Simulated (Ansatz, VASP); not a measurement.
# One calculation of MgS, two programs

```
CELL_PARAMETERS angstrom
-0.03416 2.79672 2.79672
2.79672 -0.03416 2.79672
2.79672 2.79672 -0.03416
ATOMIC_POSITIONS crystal
Mg 0.99880 0.99880 0.99880
S 0.25120 0.25120 0.25120
```

Change from the starting cell: shear_111 strain -1.8%.

Alike in both runs: task single point; functional r2SCAN; k mesh 8 × 8 × 8; no spin polarisation.

|  | VASP | Ansatz |
| --- | --- | --- |
| version | VASP 6.6.1 | Ansatz 0.2.0 |
| potentials or method | VASP PAW PBE potentials, release 64 (Mg, S) | plane waves, PAW |
| plane-wave cutoff (eV) | 520 | 500 |
| occupations | gaussian, width 0.01 eV | fixed |
| valence electrons in the cell | 8 | 16 |

```csv
,VASP,Ansatz,Ansatz less VASP
gap on the k mesh at the Fermi level (eV),4.15,4.16,+0.012
pressure (GPa),0.8,1.1,+0.29
largest component of the traceless stress (GPa),0.39,0.38,-0.004
```

The two sets of potentials don't hold the same shells in valence.

Caveats: the PAW data sets were made with another functional, which shifts forces and pressure a little (VASP). A k mesh can miss the band edges.
